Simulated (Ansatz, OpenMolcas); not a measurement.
Computed against measured: atomisation enthalpy at 298 K

9 molecules, all hydrocarbons; the atomisation enthalpy at 298 K in kJ/mol, computed less measured. Shapes, held fixed at every level: PBE0-D4/def2-TZVP. Flexible molecules stand in one conformer, not always the lowest. Thermal terms are harmonic and unscaled (PBE0-D4/def2-TZVP); the spin-orbit lowering of the free atoms is taken from their spectra. Programs: Ansatz 0.2.0, OpenMolcas 26.06. Measured values: Active Thermochemical Tables, CRC Handbook of Chemistry and Physics.

Levels: A = HF/STO-3G; B = HF/def2-TZVPP; C = BHLYP-D4/def2-TZVPP; D = MP2/def2-TZVPP.

```
           molecule  from tabulated heats     A      B     C    D
     C3H4 (propyne)                  2837  -369   -759   -90  -21
      C3H4 (allene)                  2832  -427   -760   -81  -33
     C3H6 (propene)                  3438  -286   -865   -78  -53
C3H6 (cyclopropane)                  3405  -237   -875   -81  -43
 C4H6 (cyclobutene)                  4019  -400  -1075  -122  -42
    C4H6 (2-butyne)                  4030  -417  -1054  -113  -36
     C3H8 (propane)                  3999  -128   -975   -73  -71
 C4H8 (cyclobutane)                  4584  -232  -1176  -109  -57
    C4H8 (1-butene)                  4612  -343  -1163  -105  -67
```

(1) Which level does best on this set, which worst, and which err to one side?

Results:

(1) 
```json
{"level": "HF/STO-3G", "kind": "Hartree–Fock", "mean error": "-315.4", "mean absolute error": "315.4", "worst case": "C3H4 (allene)"}
{"level": "HF/def2-TZVPP", "kind": "Hartree–Fock", "mean error": "-966.9", "mean absolute error": "966.9", "worst case": "C4H8 (cyclobutane)"}
{"level": "BHLYP-D4/def2-TZVPP", "kind": "global hybrid", "mean error": "-94.7", "mean absolute error": "94.7", "worst case": "C4H6 (cyclobutene)"}
{"level": "MP2/def2-TZVPP", "kind": "perturbation theory", "mean error": "-47.0", "mean absolute error": "47.0", "worst case": "C3H8"}
```

On this set MP2/def2-TZVPP has the smallest mean absolute error and HF/def2-TZVPP the largest. HF/STO-3G is too low in 9 of 9; HF/def2-TZVPP is too low in 9 of 9; BHLYP-D4/def2-TZVPP is too low in 9 of 9; MP2/def2-TZVPP is too low in 9 of 9. Heats of the atoms come from ATcT where it has them. The levels differ in basis as well as in method. For HF/def2-TZVPP the error tends to grow with the atomisation enthalpy. Hartree–Fock lacks correlation and underbinds. Correlated wave functions converge slowly with the basis. The set is small.
